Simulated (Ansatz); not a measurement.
## Pd: energy along a strain

Pd, Fm-3m, a = 3.890 Å (as given, not relaxed at this level: 7.7 GPa). Ansatz: PBE, PAW, 420 eV, Γ-centred 20×20×20 mesh on 1 atom, Gaussian smearing 0.15 eV; no spin polarisation. Cell vectors (Å): 0.000 1.945 1.945; 1.945 0.000 1.945; 1.945 1.945 0.000. The cell is strained by x per cent times the pattern (0 0 1 0 0 0) in the order xx yy zz yz xz xy (engineering shears), with fractional coordinates held. y is the free energy over the start, V0 = 14.714 Å³/atom.

| x (%) | y (meV/atom) |
| --- | --- |
| -6.00 | ? |
| -4.50 | 56.83 |
| -3.00 | 32.01 |
| -1.50 | 13.22 |
| 0.00 | 0.00 |
| 1.50 | -8.10 |
| 3.00 | -11.54 |
| 4.50 | -10.75 |
| 5.25 | -8.89 |
| 6.00 | -6.14 |

Problem. Fit y = c1 x + c2 x² + c3 x³ to the other rows, get the stiffness along the pattern, and predict the missing energy.

Solution. Least squares on the rows shown. y = −7.0623 x + 1.1379 x² − 0.021944 x³. The clamped-ion stiffness p·C·p = 2 × 11.38 eV × 160.2 / 14.714 Å³ = 248 GPa, which is C33 in these axes (C11 of the cubic crystal) (second derivative at the start, which stands under stress). At x = -6.00 the fit asked for gives 88.08 meV/atom. The run gave 88.15 meV/atom, so the fit is 0.07 meV/atom too low, a small miss on the scale of the series.